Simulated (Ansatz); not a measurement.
**Mn (omega (AlB2-type)): energy against volume**

Level of theory: Ansatz 0.2.0, DFT, RPBE, plane waves (420 eV) with PAW, scalar-relativistic. (PAW data from PBE, frozen cores regenerated.)

The cell is scaled uniformly from the relaxed one, with fractional coordinates and shape fixed. Energies are extrapolated to zero smearing, pressures are those at the given smearing. Magnetic state: spin not included. Spin polarisation is off; a magnetic state may lie lower.

A Birch-Murnaghan fit gives V₀ = 11.00 Å³/atom, B₀ = 259 GPa, B₀′ = 4.4.

(1) What are the energy above the minimum and the pressure at 9.694 Å³/atom?

(2) What are the energy above the minimum and the pressure at 10.576 Å³/atom?

(3) What are the energy above the minimum and the pressure at 11.457 Å³/atom?

## Answers

(1) 156.1 meV/atom and 43.38 GPa as computed.

(2) 13.9 meV/atom and 11.44 GPa as computed.

(3) 14.5 meV/atom and -9.25 GPa as computed.
